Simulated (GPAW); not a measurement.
# 1T-MgI2 monolayer: simulated STM images

Wanted: filled- and empty-state images of 1T-MgI2 monolayer, with its work function.

Method: GPAW, PAW setups; layer in a repeated cell with vacuum, relaxation of atoms and in-plane cell, in the first sound run; inputs show where later runs differ, in GPAW 26.7.0.

## (1) The starting structure

The cell holds 3 atoms: 2 I and 1 Mg. Cell: a = 4.200 Å, b = 4.200 Å, c = 16.592 Å, α = 90.0°, β = 90.0°, γ = 120.0°. Vacuum lies along c.

## (2) Relaxation

Forces are removed first; all later runs use this geometry.

The input, run.py:

```python
import json
import numpy as np
from ase import Atoms
from ase.filters import FrechetCellFilter
from ase.optimize import BFGS
from gpaw import GPAW, PW

slab = Atoms(
    ['I', 'Mg', 'I'],
    positions=[
        [2.10000, 1.21244, 7.00000],
        [0.00000, 0.00000, 8.29605],
        [-0.00000, 2.42487, 9.59210]],
    cell=[[4.2, 0.0, 0.0], [-2.1, 3.63731, 0.0], [0.0, 0.0, 16.5921]],
    pbc=[True, True, True])

slab.calc = GPAW(mode=PW(600), xc='PBE', kpts={'size': (9, 9, 1), 'gamma': True},
                 occupations={'name': 'fermi-dirac', 'width': 0.05}, nbands='200%',
                 convergence={'density': 1e-05}, maxiter=200,
                 symmetry={'tolerance': 1e-3}, txt='slab.txt')
result = {}
# The in-plane cell is free; stress needs a cell that repeats along all three vectors
path = []
opt = BFGS(FrechetCellFilter(slab, mask=[1, 1, 0, 0, 0, 1]), maxstep=0.2)
opt.attach(lambda: path.append((slab.get_potential_energy(), slab.positions.tolist(), slab.get_forces().tolist())))
result['relaxed'] = bool(opt.run(fmax=0.02, steps=45))
result['path'] = path
result['cell'] = slab.cell.tolist()
print('in-plane lattice', slab.cell.cellpar().round(4)[[0, 1, 5]])
energy = slab.get_potential_energy()
fermi = slab.calc.get_fermi_level()
v = slab.calc.get_electrostatic_potential().mean((0, 1)) - fermi
n = slab.calc.get_pseudo_density().mean((0, 1))
L = slab.cell[2, 2]
z = np.arange(len(v)) * L / len(v)
low, high = slab.positions[:, 2].min(), slab.positions[:, 2].max()
below, above = np.interp([low - 4.8, high + 4.8], z, v)
slopes = [np.interp(x, z, np.gradient(v, z)) for x in (low - 4.8, high + 4.8)]
eps = np.array([[slab.calc.get_eigenvalues(k, s) for k in range(len(slab.calc.get_ibz_k_points()))]
                for s in range(slab.calc.get_number_of_spins())]) - fermi
top, bottom = eps[eps < 0].max(), eps[eps > 0].min()
dipole = slab.get_dipole_moment()[2]
print(f'energy {energy:.4f} eV, Fermi level {fermi:.4f} eV, dipole {dipole:.5f} e A')
print(f'potential 4.8 A off the faces, from the Fermi level: lower {below:.4f} eV, upper {above:.4f} eV')
print(f'slope of the potential there: lower {slopes[0]:.5f}, upper {slopes[1]:.5f} eV/A')
print(f'nearest levels on the mesh: {top:.4f} and {bottom:.4f} eV')
print('magnetic moment', round(slab.get_magnetic_moment(), 3))
result.update(energy=energy, fermi=fermi, dipole=dipole, below=below, above=above, slopes=slopes, edges=[top, bottom],
              z=z.tolist(), v=v.tolist(), n=n.tolist(), positions=slab.positions.tolist(),
              forces=slab.get_forces(apply_constraint=False).tolist(), moments=slab.get_magnetic_moments().tolist())
json.dump(result, open('result.json', 'w'))
```

Launch:

```
$ OMP_NUM_THREADS=1 OPENBLAS_NUM_THREADS=1 python run.py
```

The program printed:

```text
Step          Energy          fmax
BFGS:    0       -6.978589        2.432830
BFGS:    1       -7.198451        2.021196
BFGS:    2       -7.692207        0.650007
BFGS:    3       -7.733910        0.332700
BFGS:    4       -7.744895        0.383909
BFGS:    5       -7.755691        0.428435
BFGS:    6       -7.778187        0.428230
BFGS:    7       -7.802208        0.311490
BFGS:    8       -7.818111        0.137716
BFGS:    9       -7.822687        0.031761
BFGS:   10       -7.822936        0.002077
in-plane lattice [  4.2039   4.2039 120.    ]
energy -7.8229 eV, Fermi level -1.3461 eV, dipole 0.00015 e A
potential 4.8 A off the faces, from the Fermi level: lower 4.8830 eV, upper 4.8830 eV
slope of the potential there: lower -0.00013, upper 0.00013 eV/A
nearest levels on the mesh: -1.5925 and 2.1296 eV
magnetic moment 0.0
```

It took 3.8 min on 1 thread of Intel Xeon 6975P-C (Granite Rapids), shared host; peak memory 0.43 GiB.

Numbers from this step:

* dipole along the normal: 1.45e-4 e·Å
* levels nearest the Fermi level on the mesh: -1.593, 2.130 eV from the Fermi level

Electrostatic potential energy of an electron (without an applied field's), less the Fermi level, planar mean against z:

```tsv
z (Å)	electrostatic potential energy of an electron (without an applied field's), less the Fermi level, planar mean (eV)
0	4.88
1	4.88
2	4.88
3	4.88
4	4.86
5	4.45
6	-2.67
7	-9.10
8	-3.54
9	-1.94
10	-14.2
11	2.41
12	4.76
13	4.88
14	4.88
15	4.88
16	4.88
```

The pseudo valence density, planar mean oscillates, so the rows of the table below give means over windows of 1 Å about each position, cut where the curve ends. Its maxima inside the range that stand out by 2 % of the span (Å: e/Å³): 6.2: 0.245, 7.1: 0.280, 8.3: 0.929, 9.5: 0.280, 10.4: 0.245. Its minima: 6.6: 0.129, 7.6: 0.187, 9.0: 0.187, 10.0: 0.129.

Table of pseudo valence density, planar mean by z; means over each step:

```tsv
z (Å)	pseudo valence density, planar mean (e/Å³)
3	8.0e-5
4	0.00155
5	0.0296
6	0.186
7	0.216
8	0.513
9	0.291
10	0.199
11	0.122
12	0.00928
13	4.7e-4
14	2.3e-5
```

The relaxation lowered the energy of the cell by 0.844 eV (energies extrapolated to zero smearing; the optimiser's log prints free energies). The largest force left on a free atom is 7.3e-4 eV/Å.

## (3) Plane waves, PBE

With the geometry fixed, the planar mean of the potential gives the vacuum level on each side.

This step: GPAW, PAW setups; slab in vacuum (GPAW 26.7.0).

The cell differs from the one that the last finished run ended in (c 16.592 → 17.349 Å).

The input, run.py:

```python
import json
import numpy as np
from ase import Atoms
from ase.dft.stm import STM
from gpaw import GPAW, PW

slab = Atoms(
    ['I', 'Mg', 'I'],
    positions=[
        [2.10196, 1.21357, 7.00000],
        [0.00000, 0.00000, 8.67432],
        [-0.00000, 2.42714, 10.34865]],
    cell=[[4.20393, 0.0, 0.0], [-2.10196, 3.64071, 0.0], [0.0, 0.0, 17.3486]],
    pbc=[True, True, False])

slab.calc = GPAW(mode=PW(400), xc='PBE', kpts={'size': (9, 9, 1), 'gamma': True},
                 occupations={'name': 'fermi-dirac', 'width': 0.05}, nbands='200%',
                 convergence={'density': 1e-05}, maxiter=200,
                 poissonsolver={'dipolelayer': 'xy'},
                 symmetry={'tolerance': 1e-3}, txt='slab.txt')
result = {}
energy = slab.get_potential_energy()
fermi = slab.calc.get_fermi_level()
v = slab.calc.get_electrostatic_potential().mean((0, 1)) - fermi
n = slab.calc.get_pseudo_density().mean((0, 1))
L = slab.cell[2, 2]
z = np.arange(len(v)) * L / len(v)
low, high = slab.positions[:, 2].min(), slab.positions[:, 2].max()
below, above = np.interp([low - 4.8, high + 4.8], z, v)
slopes = [np.interp(x, z, np.gradient(v, z)) for x in (low - 4.8, high + 4.8)]
eps = np.array([[slab.calc.get_eigenvalues(k, s) for k in range(len(slab.calc.get_ibz_k_points()))]
                for s in range(slab.calc.get_number_of_spins())]) - fermi
top, bottom = eps[eps < 0].max(), eps[eps > 0].min()
dipole = slab.get_dipole_moment()[2]
print(f'energy {energy:.4f} eV, Fermi level {fermi:.4f} eV, dipole {dipole:.5f} e A')
print(f'potential 4.8 A off the faces, from the Fermi level: lower {below:.4f} eV, upper {above:.4f} eV')
print(f'slope of the potential there: lower {slopes[0]:.5f}, upper {slopes[1]:.5f} eV/A')
print(f'nearest levels on the mesh: {top:.4f} and {bottom:.4f} eV')
print('magnetic moment', round(slab.get_magnetic_moment(), 3))
result.update(energy=energy, fermi=fermi, dipole=dipole, below=below, above=above, slopes=slopes, edges=[top, bottom],
              z=z.tolist(), v=v.tolist(), n=n.tolist(), positions=slab.positions.tolist(),
              forces=slab.get_forces(apply_constraint=False).tolist(), moments=slab.get_magnetic_moments().tolist())

# Images need the states of the whole zone, up to time reversal
slab.calc = slab.calc.fixed_density(symmetry={'point_group': False}, txt='states.txt', nbands='290%',
                                    convergence={'bands': 'CBM+1.3'})
stm = STM(slab)
result['stm'] = []
for bias in [-1.0, 1.0]:
    height = high + 3.0
    current = stm.get_averaged_current(bias, height)
    x, y, h = stm.scan(bias, current)
    i, f = divmod(height / L * stm.ldos.shape[2], 1)
    I = abs((1 - f) * stm.ldos[:, :, int(i)] + f * stm.ldos[:, :, int(i) + 1])
    print(f'bias {bias} V: mean current at 3.0 A {current:.4e}, corrugation {np.ptp(h):.4f} A')
    result['stm'].append(dict(bias=bias, current=current, h=(h - high).tolist(), I=I.tolist()))
json.dump(result, open('result.json', 'w'))
```

The program printed:

```text
energy -7.7686 eV, Fermi level -0.8492 eV, dipole 0.00070 e A
potential 4.8 A off the faces, from the Fermi level: lower 4.2352 eV, upper 4.2288 eV
slope of the potential there: lower -0.00014, upper 0.00014 eV/A
nearest levels on the mesh: -2.2434 and 1.4770 eV
magnetic moment 0.0
bias -1.0 V: mean current at 3.0 A 0.0000e+00, corrugation 0.0000 A
bias 1.0 V: mean current at 3.0 A 0.0000e+00, corrugation 0.0000 A
```

Run time: 52 s. Hardware: 1 thread; peak memory 0.39 GiB.

This step gave:

```
dipole along the normal                    : 6.98e-4 e·Å
levels nearest the Fermi level on the mesh : -2.243, 1.477 eV from the Fermi level
upper work function                        : 4.229 eV
lower work function                        : 4.235 eV
upper ionisation energy                    : 6.472 eV
```

Table of electrostatic potential energy of an electron (without an applied field's), less the Fermi level, planar mean by z:

```tsv
z (Å)	electrostatic potential energy of an electron (without an applied field's), less the Fermi level, planar mean (eV)
0.0	4.23
0.5	4.24
1.0	4.24
1.5	4.24
2.0	4.24
2.5	4.24
3.0	4.23
3.5	4.23
4.0	4.23
4.5	4.20
5.0	4.10
5.5	3.61
6.0	1.56
6.5	-5.88
7.0	-14.9
7.5	-7.26
8.0	-2.60
8.5	-4.93
9.0	-3.99
9.5	-3.00
10.0	-10.4
10.5	-13.7
11.0	-2.79
11.5	2.49
12.0	3.84
12.5	4.14
13.0	4.21
13.5	4.22
14.0	4.23
14.5	4.23
15.0	4.23
15.5	4.23
16.0	4.23
16.5	4.23
17.0	4.23
```

The pseudo valence density, planar mean oscillates, so the rows of the table below give means over windows of 1.07 Å about each position, cut where the curve ends. Its maxima inside the range that stand out by 2 % of the span (Å: e/Å³): 6.4: 0.245, 7.5: 0.282, 8.8: 0.848, 9.9: 0.282, 10.9: 0.245. Its minima: 7.1: 0.136, 7.9: 0.196, 9.4: 0.196, 10.3: 0.136.

The pseudo valence density, planar mean by z; means over each step:

```tsv
z (Å)	pseudo valence density, planar mean (e/Å³)
2.67	1.0e-5
3.74	2.5e-4
4.81	0.00603
5.88	0.106
6.95	0.203
8.02	0.329
9.09	0.451
10.16	0.208
11.23	0.150
12.30	0.0119
13.37	4.9e-4
14.44	2.0e-5
```

The layer is gapped, so the Fermi level lies somewhere inside the gap, set by smearing and numerics, and these work functions are no property of the material; the band edges below the vacuum level are. The potential is flat to 1.4e-4 eV/Å where it is read, so the vacuum is wide enough. At -1 and 1 V the search found no usable constant-current contour near the set height, since the window lies inside the gap and carries no current, so the printed corrugation is no image; it is left out.

## (4) Summary of results

```yaml
work_function_upper_and_lower_face_fermi_level_placed_in_the_gap_by_the_smearing: 4.229 and 4.235 eV
ionisation_energy_from_the_upper_face_highest_filled_level_on_the_mesh: 6.47 eV
electron_affinity_from_the_upper_face_lowest_empty_kohn_sham_level_on_the_mesh: 2.75 eV
dipole_along_the_normal: 7.0e-4 e Å, near the numerical noise
```

With plane waves and PBE the ionisation energy from the upper face is 6.47 eV and the Kohn-Sham electron affinity 2.75 eV. The levels nearest the Fermi level on the mesh lie 3.72 eV apart, so the slab is gapped there: the smearing puts the Fermi level inside the gap, and from either face the ionisation energy is the work function plus 2.2 eV. Both are Kohn-Sham levels on the mesh, and semilocal gaps are too small, so the affinity tends to come out too large and the ionisation energy too small. With elements this heavy, spin-orbit coupling can move band edges by tenths of an eV. The small printed dipole stands for a step of -8.3 meV from the lower to the upper face, and the probes find -6.5 meV; values this small are near the numerical noise of both. The layer's cell and atoms come from the relaxation; spin-orbit coupling and temperature are left out.

[Logs are printed without paths, hosts, clocks, repeated set-up lines and the standing remarks that a program may print on its own settings, such as how far it seeks lower states.]

[Hosts, paths, dates, database ids (printed as entryN), source tags and the programs' standing remarks are cut or masked in the printed files.]
